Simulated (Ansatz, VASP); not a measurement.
## Two plane-wave programs on Ti

File INCAR:

```
  PREC = Accurate
  ENCUT = 520
  EDIFF = 1E-6
  ISMEAR = -1
  SIGMA = 0.1
  LREAL = False
  LASPH = True
  NELM = 80
  ALGO = Normal
  ISIF = 2
  LWAVE = False
  LCHARG = False
  GGA = RP
  NBANDS = 19
```

KPOINTS

```
regular mesh
0
Gamma
  20 20 11
```

The input POSCAR:

```
Ti
1.0
    3.0448028682      0.0000000000      0.0000000000
   -1.5224014341      2.6368766334      0.0000000000
    0.0000000000      0.0000000000      4.8227476414
Ti
2
Direct
    0.3333333333      0.6666666667      0.2500000000
    0.6666666667      0.3333333333      0.7500000000
```

Input for Ansatz:

```yaml
crystal:
  lattice:
    - [3.0448028684, 0.0, 0.0]
    - [-1.5224014342, 2.6368766336, 0.0]
    - [0.0, 0.0, 4.8227476423]
  atoms:
    - { symbol: Ti, position: [0.3333333333, 0.6666666667, 0.25] }
    - { symbol: Ti, position: [0.6666666667, 0.3333333333, 0.75] }
hamiltonian:
  xc: rpbe
  pseudopotentials:
    kind: paw
    azcp:
      Ti: "pseudopotentials/Ti.paw.azcp"
basis:
  ecutwfc: 420
  fft_grid_basis: typed
kpoints:
  mp_grid: { grid: [20, 20, 11], shift: [0, 0, 0] }
magnetization:
  spin_polarized: false
scf:
  occupations: { method: fermi_dirac, width: 0.1 }
output:
  stress: true
```

Alike in both runs: task single point; functional RPBE; k mesh 20 × 20 × 11; occupations fermi-dirac, width 0.1 eV; no spin polarisation.

|  | VASP | Ansatz |
| --- | --- | --- |
| version | VASP 6.6.1 | Ansatz 0.2.0 |
| potentials or method | VASP PAW PBE potentials, release 64 (Ti_sv) | plane waves (420 eV) with PAW, scalar-relativistic |
| plane-wave cutoff (eV) | 520 | 420 |
| valence electrons in the cell | 24 | 24 |

Ansatz gave:

```
pressure (GPa)                                  : -7.0
largest component of the traceless stress (GPa) : 0.05
```

**Question.** Which values does VASP return?

**Answer.** Pressure (GPa): -7.1; largest component of the traceless stress (GPa): 0.05.

Caveats: the PAW data sets were made with another functional, which shifts forces and pressure a little (VASP).
